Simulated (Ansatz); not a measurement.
A run of Ansatz 0.2.0 is set up as follows.

The input input.yaml:

```yaml
crystal:
  lattice:
    - [-2.82766816, -1.63255497, -2.31773161]
    - [2.82766816, -4.89766492, 0.0]
    - [-2.82766816, -1.63255497, 4.63546322]
  atoms:
    - { symbol: Ba, position: [0.01574546, 0.99510673, 0.97325899] }
    - { symbol: Ba, position: [0.98425454, 0.50489327, 0.52674101] }
    - { symbol: Ti, position: [0.50385971, 0.9895382, 0.503622] }
    - { symbol: Ti, position: [0.46814029, 0.5104618, 0.024378] }
    - { symbol: O, position: [0.53055, 0.23162339, 0.73315727] }
    - { symbol: O, position: [0.48625, 0.75827661, 0.23994273] }
    - { symbol: O, position: [0.47921711, 0.75734423, 0.73348461] }
    - { symbol: O, position: [0.53758289, 0.25275577, 0.23961539] }
    - { symbol: O, position: [0.99088784, 0.02893112, 0.47950327] }
    - { symbol: O, position: [0.04611216, 0.47106888, 0.00369673] }
hamiltonian:
  xc: pbe
  pseudopotentials: { kind: paw }
kpoints:
  mp_grid: { grid: [7, 5, 5] }
scf:
  occupations: { method: fermi_dirac, width: 0.05 }
basis:
  ecutwfc: "350 eV"
output:
  forces: true
  stress: true
  eigenvalues: true
  write_density: true
  write_potential: true
  elf: true
  volumetric_format: npy
```

Potentials or basis: Ansatz PAW.

Run with:

```sh
$ ansatz run input.yaml --threads 4 --pin off --max-ram 11264MiB --backend cpu --events-out ev --progress --plain --runs-dir out
```

(1) Predict the largest force.

(2) What does it give for the pressure?

(3) Predict the band gap on the k mesh.

Results:

(1) 3.222 eV/Å.

(2) 8.5 GPa.

(3) 2.28 eV, indirect (least direct gap 2.35 eV).

Caveat: odd divisions of the mesh miss points on the zone boundary, where band edges often lie, so the gap on the mesh can be too wide; the pressure holds a Pulay correction of +6.1 GPa for the finite cutoff; spin-orbit coupling is left out, which moves the levels of the heavy elements; forces of over 1 eV/Å show positions far from the minimum, so gaps and moduli don't describe the material at rest; the cutoff lies under the one recommended for these potentials.
